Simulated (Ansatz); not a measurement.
A run of Ansatz 0.2.0 is set up as follows.

File input.yaml:

```yaml
crystal:
  lattice:
    - [3.1967, 0.0, 0.0]
    - [-1.59835, 2.7684234083, 0.0]
    - [0.0, 0.0, 5.0578]
  atoms:
    - { symbol: Hf, position: [0.6666666667, 0.3333333333, 0.75] }
    - { symbol: Hf, position: [0.3333333333, 0.6666666667, 0.25] }
kpoints:
  mp_grid: { grid: [10, 10, 5] }
scf:
  occupations: { method: fermi_dirac, width: 0.05 }
hamiltonian:
  xc: pbesol
  dispersion: d3bj
  pseudopotentials: { kind: all_electron, lapw: { basis_error: 0.001 } }
output:
  forces: true
  stress: true
relax:
  f_tol: 0.005
  max_steps: 60
  cell: {}
```

Potentials or basis: all-electron LAPW, scalar-relativistic.

The run is started by

```console
$ ansatz run input.yaml --threads 1 --pin off --max-ram 3072MiB --backend cpu --events-out ev --progress --plain --runs-dir out
```

(1) What does it give for the relaxed volume?

(2) Estimate the relaxed cell.

## Answers

(1) 20.83 Å³/atom.

(2) a = 3.121 Å, b = 3.121 Å, c = 4.938 Å, α = 90.00°, β = 90.00°, γ = 120.00°.
